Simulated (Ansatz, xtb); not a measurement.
**C5H12: which of two isomers lies lower**

Structure I: `CCCCC`, a singlet. Structure II: `CCC(C)C`, a singlet. Both are isolated molecules in the gas phase, relaxed with PBE-D3(BJ)/def2-SVP, each in the lowest conformer that the search found.

Quicker runs give these differences E(II) − E(I): GFN2-xTB −3.14 kJ/mol; HF/STO-3G +4.12 kJ/mol (at GFN2-xTB geometries); r2SCAN-D4/def2-SVP −2.99 kJ/mol (at GFN2-xTB geometries).

**Question.** Estimate E(II) − E(I) at the level CCSD(T)/def2-SVP + ΔMP2/def2-TZVPP.

**Answer.** Not settled: CCSD(T)/def2-SVP + ΔMP2/def2-TZVPP gives E(II) − E(I) = −4.81 kJ/mol, but this leans on the basis-set step: CCSD(T) alone gives −3.74 kJ/mol.

The same difference at several levels:

| level | geometry | E(II) − E(I) (kJ/mol) | departure from the last row (kJ/mol) | job, with rough time for the two |
| --- | --- | --- | --- | --- |
| GFN2-xTB | GFN2-xTB | −3.14 | +1.67 | optimisation, 0.11 s |
| HF/STO-3G | GFN2-xTB | +4.12 | +8.94 | single point, 0.3 s |
| r2SCAN-D4/def2-SVP | GFN2-xTB | −2.99 | +1.83 | single point, 2.4 s |
| PBE-D3(BJ)/def2-SVP | PBE-D3(BJ)/def2-SVP | −1.93 | +2.88 | optimisation, 11 s |
| HF/def2-SVP | PBE-D3(BJ)/def2-SVP | +3.56 | +8.38 | part of the CCSD(T) run |
| MP2/def2-SVP | PBE-D3(BJ)/def2-SVP | −4.99 | −0.17 | part of the CCSD(T) run |
| CCSD(T)/def2-SVP | PBE-D3(BJ)/def2-SVP | −3.74 | +1.07 | single point |
| CCSD(T)/def2-SVP + ΔMP2/def2-TZVPP | PBE-D3(BJ)/def2-SVP | −4.81 |  | single point, 33 s |

As drawn, both hold the same kinds of bond in the same numbers. Structure I has 2 methyl groups, II 3.

HF/STO-3G, HF/def2-SVP put the two in the other order. PBE-D3(BJ)/def2-SVP finds them nearly level. The largest departure from CCSD(T)/def2-SVP + ΔMP2/def2-TZVPP is that of HF/STO-3G, 8.94 kJ/mol. The last row adds to CCSD(T) the change of the MP2 difference between the two basis sets, here −1.07 kJ/mol.

With thermal terms from frequencies at re-optimised GFN2-xTB minima (ideal gas, soft modes damped towards free rotors, one conformer each, 298.15 K, 1 atm): on the last row, ΔE + ΔZPE = −5.57, ΔH = −5.63, ΔG = −6.40 kJ/mol.

Tabulated enthalpies of formation at 298 K are −146.9 kJ/mol for I (CRC Handbook of Chemistry and Physics) and −153.6 kJ/mol for II (CRC Handbook of Chemistry and Physics), a difference of −6.70 kJ/mol. Calculated less tabulated ΔH, with the same thermal term: GFN2-xTB +2.74, HF/STO-3G +10.01, r2SCAN-D4/def2-SVP +2.90, PBE-D3(BJ)/def2-SVP +3.95, HF/def2-SVP +9.45, MP2/def2-SVP +0.90, CCSD(T)/def2-SVP +2.14, CCSD(T)/def2-SVP + ΔMP2/def2-TZVPP +1.07 kJ/mol. Handbook values carry no stated uncertainty.

The correlated steps freeze 5 core orbitals. Codes used: Ansatz 0.2.0, xtb 6.7.1; the last row on 2 threads of Intel(R) Xeon(R) 6975P-C (Granite Rapids) on a shared host.
